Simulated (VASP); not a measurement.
# GaSb in VASP: further runs

Runs on GaSb. Level: r2SCAN. Tasks: single point.

Program: VASP 6.6.1. These are calculated values, not measurements. Logs are shortened: lines on timing, memory, paths and dates and some standing lists are left out, and cuts for length are marked.

**The experiment to reproduce.**

From a printed reference work, data compilation, for a bulk crystal of GaSb at 4.2 K: band gap 0.811 eV (direct).

The results are compared with them further down.

## Step 1: The cell of the first run

Symmetry: F-43m, No. 216, cubic system. Conventional cell: a = 6.133 Å, b = 6.133 Å, c = 6.133 Å, α = 90.00°, β = 90.00°, γ = 90.00°. Within 3.5 Å of Ga (site symmetry -43m) lie 4 Sb at 2.66 Å. Within 3.5 Å of Sb (site symmetry -43m) lie 4 Ga at 2.66 Å.

## Step 2: Single point, r2SCAN

Contents of POSCAR:

```
GaSb
1.0
    3.0662848511      3.0662848511      0.0000000000
   -3.0662848511      3.0662848511      0.0000000000
    0.0000000000      3.0662848511      3.0662848511
Ga Sb
1 1
Direct
    0.0000000000      0.0000000000      0.0000000000
    0.7500000000      0.2500000000      0.5000000000
```

Contents of INCAR.step1:

```
SYSTEM = GaSb
PREC = Accurate ; ENCUT = 520
ISMEAR = 0 ; SIGMA = 0.01
LREAL = .FALSE. ; LASPH = .TRUE.
NELM = 80 ; NBANDS = 16
GGA = PE ; ALGO = Normal
EDIFF = 1E-4 ; LWAVE = .TRUE.
LCHARG = .FALSE.
```

Contents of INCAR.step2:

```
SYSTEM = GaSb
PREC = Accurate ; ENCUT = 520
EDIFF = 1E-6 ; ISMEAR = 0
SIGMA = 0.01 ; LREAL = .FALSE.
LASPH = .TRUE. ; NELM = 80
ALGO = Normal ; ISIF = 2
LWAVE = .FALSE. ; LCHARG = .FALSE.
METAGGA = R2SCAN ; LMIXTAU = .TRUE.
NBANDS = 16 ; ISTART = 1
```

Contents of KPOINTS:

```
Automatic mesh
0
G
  6 6 6
  0 0 0
```

Potentials or basis: VASP PAW PBE potentials, release 64 (Ga_d, Sb).

The run is started by

```
> cat potpaw_PBE.64/Ga_d/POTCAR potpaw_PBE.64/Sb/POTCAR > POTCAR
> cp INCAR.step1 INCAR
> mpirun -np 1 vasp_std > vasp.out
> cp INCAR.step2 INCAR
> mpirun -np 1 vasp_std > vasp.out
```

OUTCAR:

```text
SYSTEM = GaSb
   PREC = Accurate
   ENCUT = 520
   EDIFF = 1E-6
   ISMEAR = 0
   LREAL = .FALSE.
   LASPH = .TRUE.
   NELM = 80
   ISIF = 2
   METAGGA = R2SCAN
   ISTART = 1

 ion  position               nearest neighbor table
   1  0.000  0.000  0.000-   2 2.66   2 2.66   2 2.66   2 2.66
   2  0.750  0.250  0.500-   1 2.66   1 2.66   1 2.66   1 2.66

  LATTYP: Found a face centered cubic cell.
 ALAT       =     6.1325697022

  Lattice vectors:

 A1 = (   0.0000000000,   3.0662848511,   3.0662848511)
 A2 = (   3.0662848511,   0.0000000000,   3.0662848511)
 A3 = (   3.0662848511,   3.0662848511,   0.0000000000)

Analysis of symmetry for initial positions (statically):
=====================================================================
 Subroutine PRICEL returns:
 Original cell was already a primitive cell.

 Routine SETGRP: Setting up the symmetry group for a
 face centered cubic supercell.

 Subroutine GETGRP returns: Found 24 space group operations
 (whereof 24 operations were pure point group operations)
 out of a pool of 48 trial point group operations.

The static configuration has the point symmetry T_d .

Analysis of symmetry for dynamics (positions and initial velocities):
=====================================================================
 Subroutine PRICEL returns:
 Original cell was already a primitive cell.

 Routine SETGRP: Setting up the symmetry group for a
 face centered cubic supercell.

 Subroutine GETGRP returns: Found 24 space group operations
 (whereof 24 operations were pure point group operations)
 out of a pool of 48 trial point group operations.

The dynamic configuration has the point symmetry T_d .

 Subroutine INISYM returns: Found 24 space group operations
 (whereof 24 operations are pure point group operations),
 and found     1 'primitive' translations

----------------------------------------------------------------------------------------

                                     Primitive cell

  volume of cell :      57.6591

  direct lattice vectors                    reciprocal lattice vectors
     3.066284851  3.066284851  0.000000000     0.163063781  0.163063781 -0.163063781
    -3.066284851  3.066284851  0.000000000    -0.163063781  0.163063781 -0.163063781
     0.000000000  3.066284851  3.066284851     0.000000000  0.000000000  0.326127561

  length of vectors
     4.336381623  4.336381623  4.336381623     0.282434753  0.282434753  0.326127561

  position of ions in fractional coordinates (direct lattice)
     0.000000000  0.000000000  0.000000000
     0.750000000  0.250000000  0.500000000

  ion indices of the primitive-cell ions
   primitive index   ion index
                 1           1
                 2           2

----------------------------------------------------------------------------------------

 KPOINTS: Automatic mesh

Automatic generation of k-mesh.
 Grid dimensions read from file:
 generate k-points for:    6    6    6

 Generating k-lattice:

  Cartesian coordinates                     Fractional coordinates (reciprocal lattice)
     0.027177297  0.027177297 -0.027177297     0.166666667  0.000000000  0.000000000
    -0.027177297  0.027177297 -0.027177297     0.000000000  0.166666667  0.000000000
     0.000000000  0.000000000  0.054354594     0.000000000  0.000000000  0.166666667

  Length of vectors
     0.047072459  0.047072459  0.054354594

  Shift w.r.t. Gamma in fractional coordinates (k-lattice)
     0.000000000  0.000000000  0.000000000

 Subroutine IBZKPT returns following result:
 ===========================================

 Found     16 irreducible k-points:

 Following reciprocal coordinates:
            Coordinates               Weight
  0.000000  0.000000  0.000000      1.000000
  0.166667  0.000000  0.000000      8.000000
  0.333333  0.000000  0.000000      8.000000
  0.500000  0.000000  0.000000      4.000000
  0.166667  0.166667  0.000000     12.000000
  0.333333  0.166667  0.000000     24.000000
[... 8 lines left out ...]
  0.500000  0.333333  0.166667     24.000000
  0.500000  0.500000  0.166667     12.000000
   k-points           NKPTS =     16   k-points in BZ     NKDIM =     16   number of bands    NBANDS=     16
   number of dos      NEDOS =    301   number of ions     NIONS =      2
   total plane-waves  NPLWV =  32768
   dimension x,y,z NGX =    32 NGY =   32 NGZ =   32
   dimension x,y,z NGXF=    64 NGYF=   64 NGZF=   64
   ions per type =               1   1
   NGX,Y,Z   is equivalent  to a cutoff of  12.27, 12.27, 12.27 a.u.
   NGXF,Y,Z  is equivalent  to a cutoff of  24.54, 24.54, 24.54 a.u.
 SYSTEM =  GaSb
   PREC   = accura    normal or accurate (medium, high low for compatibility)
   ISTART =      1    job   : 0-new  1-cont  2-samecut
   ICHARG =      0    charge: 1-file 2-atom 10-const
   ISPIN  =      1    spin polarized calculation?
   LNONCOLLINEAR =      F non collinear calculations
   LSORBIT =      F    spin-orbit coupling
   LASPH  =      T    aspherical Exc in radial PAW
   ENCUT  =  520.0 eV  38.22 Ry    6.18 a.u.   8.06  8.06  8.06*2*pi/ulx,y,z
   NELM   =     80;   NELMIN=  2; NELMDL=  0     # of ELM steps
   EDIFF  = 0.1E-05   stopping-criterion for ELM
   LREAL  =      F    real-space projection
   EDIFFG = 0.1E-04   stopping-criterion for IOM
   NSW    =      0    number of steps for IOM
   IBRION =     -1    ionic relax: 0-MD 1-quasi-New 2-CG
   NFREE  =      0    steps in history (QN), initial steepest desc. (CG)
   ISIF   =      2    stress and relaxation
   ISYM   =      2    0-nonsym 1-usesym 2-fastsym
   POTIM  = 0.5000    time-step for ionic-motion
   TEBEG  =    0.0;   TEEND  =   0.0 temperature during run
   PSTRESS=    0.0 pullay stress
   NELECT =      18.0000    total number of electrons
   NUPDOWN=      -1.0000    fix difference up-down
   EMIN   =  10.00;   EMAX   =-10.00  energy-range for DOS
   EFERMI =   0.00;   METHOD = LEGACY
   ISMEAR =     0;   SIGMA  =   0.01  broadening in eV -4-tet -1-fermi 0-gaus
   EFERMI_NEDOS =   21; number of points for ismear=-14 and -15
   IALGO  =     38    algorithm
   IMIX   =      4    mixing-type and parameters
     AMIX     =   0.40;   BMIX     =  1.00
     AMIX_MAG =   1.60;   BMIX_MAG =  1.00
  volume/ion in A,a.u.               =      28.83       194.55
  Fermi-wavevector in a.u.,A,eV,Ry     =   1.110563  2.098660 16.780746  1.233350
  Thomas-Fermi vector in A             =   2.247116
   LORBIT       =      0    0 simple, 1 ext, 2 COOP (PROOUT), +10 PAW based schemes
   METAGGA = R2SCAN    functional components
   LHFCALC =     F    Hartree Fock is set to
   AEXX    =    0.0000 exact exchange contribution
   IVDW    =     0    specifies the selected vdW correction
   LEPSILON=     F    determine dielectric tensor
   LRPA    =     F    only Hartree local field effects (RPA)
 non-spin polarized calculation
 Gauss-broadening in eV      SIGMA  =   0.01
  energy-cutoff  :      520.00
  volume of cell :       57.66
 maximum number of plane-waves:      1588
   NGX = 17   NGY = 17   NGZ = 17

 number of electron      17.9999989 magnetization

 Free energy of the ion-electron system (eV)
  ---------------------------------------------------
  ext. energy  EPLUGINS =         0.00000000
  ---------------------------------------------------
  free energy    TOTEN  =       -37.57902020 eV

  energy without entropy =      -37.57902020  energy(sigma->0) =      -37.57902020

 E-fermi :   4.6630     XC(G=0):  -9.6849

 val. band max:        4.6174329650   @ k =   0.0000   0.0000   0.0000
 cond. band min:       5.0122088666   @ k =   0.0000   0.0000   0.0000
 fundamental gap:      0.3947759015
 Fermi energy:         4.6630498898

 k-point     1 :       0.0000    0.0000    0.0000
  band No.  band energies     occupation
      1     -10.8754      2.00000
      2     -10.8754      2.00000
      3     -10.8753      2.00000
      4     -10.8196      2.00000
      5     -10.8195      2.00000
      6      -7.2621      2.00000
[... 8 lines left out ...]
     15      13.6210      0.00000
     16      13.6210      0.00000

 k-point     2 :       0.1667    0.0000    0.0000
  band No.  band energies     occupation
      1     -10.8828      2.00000
      2     -10.8721      2.00000
      3     -10.8721      2.00000
      4     -10.8199      2.00000
      5     -10.8198      2.00000
      6      -6.9669      2.00000
[... 8 lines left out ...]
     15      12.6547      0.00000
     16      12.6547      0.00000

 k-point     3 :       0.3333    0.0000    0.0000
  band No.  band energies     occupation
      1     -10.8973      2.00000
      2     -10.8663      2.00000
      3     -10.8663      2.00000
      4     -10.8198      2.00000
      5     -10.8198      2.00000
      6      -6.1796      2.00000
[... 8 lines left out ...]
     15      13.1852      0.00000
     16      13.1852      0.00000

 k-point     4 :       0.5000    0.0000    0.0000
  band No.  band energies     occupation
      1     -10.9043      2.00000
      2     -10.8638      2.00000
      3     -10.8638      2.00000
      4     -10.8193      2.00000
      5     -10.8193      2.00000
      6      -5.5590      2.00000
[... 8 lines left out ...]
     15      15.0900      0.00000
     16      15.0901      0.00000
[... 172 lines left out ...]
 k-point    14 :       0.3333    0.3333    0.1667
  band No.  band energies     occupation
      1     -10.9094      2.00000
      2     -10.8597      2.00000
      3     -10.8568      2.00000
      4     -10.8251      2.00000
      5     -10.8180      2.00000
      6      -5.5033      2.00000
[... 8 lines left out ...]
     15      14.1655      0.00000
     16      16.2257      0.00000

 k-point    15 :       0.5000    0.3333    0.1667
  band No.  band energies     occupation
      1     -10.9128      2.00000
      2     -10.8588      2.00000
      3     -10.8541      2.00000
      4     -10.8244      2.00000
      5     -10.8192      2.00000
      6      -4.9452      2.00000
[... 8 lines left out ...]
     15      15.6564      0.00000
     16      15.8695      0.00000

 k-point    16 :       0.5000    0.5000    0.1667
  band No.  band energies     occupation
      1     -10.9176      2.00000
      2     -10.8551      2.00000
      3     -10.8505      2.00000
      4     -10.8278      2.00000
      5     -10.8176      2.00000
      6      -4.6454      2.00000
[... 8 lines left out ...]
     15      15.1568      0.00000
     16      16.5745      0.00000

------------------------ aborting loop because EDIFF is reached ----------------------------------------

  FORCE on cell =-STRESS in cart. coord.  units (eV):
  Direction    XX          YY          ZZ          XY          YZ          ZX
  --------------------------------------------------------------------------------------
  -------------------------------------------------------------------------------------
  Total        0.0216663      0.0216663      0.0216663      0.0000000     -0.0000000      0.0000000
  in kB        0.6020433      0.6020433      0.6020433      0.0000000     -0.0000000      0.0000000
  external PRESSURE =       0.6020433 kB  Pullay stress =       0.0000000 kB

 VOLUME and BASIS-vectors are now :
 -----------------------------------------------------------------------------
  energy-cutoff  :      520.00
  volume of cell :       57.66
      direct lattice vectors                 reciprocal lattice vectors
     3.066284851  3.066284851  0.000000000     0.163063781  0.163063781 -0.163063781
    -3.066284851  3.066284851  0.000000000    -0.163063781  0.163063781 -0.163063781
     0.000000000  3.066284851  3.066284851     0.000000000  0.000000000  0.326127561

 POSITION                                       TOTAL-FORCE (eV/Angst)
 -----------------------------------------------------------------------------------
      0.00000      0.00000      0.00000        -0.000000      0.000000     -0.000000
      1.53314      4.59943      1.53314         0.000000     -0.000000      0.000000
 -----------------------------------------------------------------------------------
    total drift:                               -0.000018     -0.000000      0.000000

  FREE ENERGIE OF THE ION-ELECTRON SYSTEM (eV)
  ---------------------------------------------------
  free  energy   TOTEN  =       -37.5790201988 eV

  energy  without entropy=      -37.5790201988  energy(sigma->0) =      -37.57902020
```

Run time: 26 s. Hardware: 1 thread of Intel Xeon Platinum 8559C (Emerald Rapids), shared host; peak memory 0.18 GiB.

What came out:

```
Free energy            : -37.5790 eV
Pressure               : 0.1 GPa
Band gap on the k mesh : 0.39 eV, direct
```

Caveat: the PAW data sets were made with another functional, which shifts forces and pressure a little; spin-orbit coupling is left out, which moves the levels of the heavy elements.

## Step 3: Single point, r2SCAN

POSCAR is that of step 2.

Contents of INCAR.step1:

```
  PREC = Accurate
  ENCUT = 520
  ISMEAR = 0
  SIGMA = 0.01
  LREAL = F
  LASPH = T
  NELM = 100
  NBANDS = 16
  GGA = PE
  ALGO = Normal
  EDIFF = 1E-4
  LWAVE = T
  LCHARG = F
```

Contents of INCAR.step2:

```
  PREC = Accurate
  ENCUT = 520
  EDIFF = 1E-6
  ISMEAR = 0
  SIGMA = 0.01
  LREAL = F
  LASPH = T
  NELM = 100
  ALGO = Normal
  ISIF = 2
  LWAVE = F
  LCHARG = F
  METAGGA = R2SCAN
  LMIXTAU = T
  NBANDS = 16
  ISTART = 1
```

Contents of KPOINTS:

```
Automatic mesh
0
Gamma
  6 6 6
```

Potentials or basis: VASP PAW PBE potentials, release 64 (Ga_d, Sb).

The run is started by

```
> cat potpaw_PBE.64/Ga_d/POTCAR potpaw_PBE.64/Sb/POTCAR > POTCAR
> cp INCAR.step1 INCAR
> mpirun -np 1 vasp_std > vasp.out
> cp INCAR.step2 INCAR
> mpirun -np 1 vasp_std > vasp.out
```

Run time: 28 s. Hardware: 1 thread of Intel Xeon Platinum 8559C (Emerald Rapids), shared host; peak memory 0.19 GiB.

Results (log left out):

| Item | Value |
| --- | --- |
| Free energy | -37.5790 eV |
| Pressure | 0.1 GPa |
| Band gap on the k mesh | 0.39 eV, direct |

Levels at points of the mesh, in eV from the valence-band top:
```csv
k point,band 6,band 7,band 8,band 9,band 10,band 11,band 12,band 13
"(0.00, 0.00, 0.00)",-11.88,0.00,0.00,0.00,0.39,2.98,2.98,2.98
"(0.50, 0.00, 0.00)",-10.18,-6.55,-1.20,-1.20,0.67,4.01,4.01,6.92
"(0.50, 0.50, 0.00)",-9.30,-7.02,-2.67,-2.67,1.12,1.49,9.21,9.21
```

Caveat: the PAW data sets were made with another functional, which shifts forces and pressure a little; spin-orbit coupling is left out, which moves the levels of the heavy elements.

(Part 1 of 2 ends here.)
